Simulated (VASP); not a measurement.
The system is MoS2.

```
CELL_PARAMETERS angstrom
1.58000 0.91221 6.15000
-1.58000 0.91221 6.15000
0.00000 -1.82443 6.15000
ATOMIC_POSITIONS crystal
Mo 0.00000 0.00000 0.00000
S 0.41700 0.41700 0.41700
S 0.25000 0.25000 0.25000
```

Measurements of this composition are mostly on another form, of space group No. 194.

```yaml
Program: VASP 6.6.1
Task: single point
Functional: PBEsol
Potentials_or_basis: VASP PAW PBE potentials, release 64 (Mo_sv, S)
Cutoff: 520 eV
k_mesh: 10 × 10 × 10
Occupations: fermi-dirac, width 0.05 eV
Spin: no spin polarisation
```

On this cell: pressure 0.3 GPa; largest force 0.260 eV/Å; band gap on the k mesh 0.92 eV, indirect (least direct gap 1.96 eV).

The same run follows on a disturbed copy (atoms moved at random, drawn with an rms of 0.05 Å):

```
CELL_PARAMETERS angstrom
1.58000 0.91221 6.15000
-1.58000 0.91221 6.15000
0.00000 -1.82443 6.15000
ATOMIC_POSITIONS crystal
Mo 0.00109 0.99465 0.00229
S 0.39382 0.43175 0.43359
S 0.24200 0.24394 0.26031
```

Q: What does the disturbed cell give?

A: The energy moves by +17.0 meV/atom; pressure -3.0 GPa; largest force 1.194 eV/Å; band gap on the k mesh 0.86 eV, indirect (least direct gap 1.92 eV).

Forces on the atoms (eV/Å):
```
Mo  -0.767 -0.504  0.765
S    0.605  0.250 -0.818
S    0.161  0.253  0.054
```

Stress tensor (GPa, compression positive):
```
-3.11 -0.66  2.06
-0.66 -2.18  0.02
 2.06  0.02 -3.69
```

Caveats: the PAW data sets were made with another functional, which shifts forces and pressure a little.

A k mesh can miss the band edges.
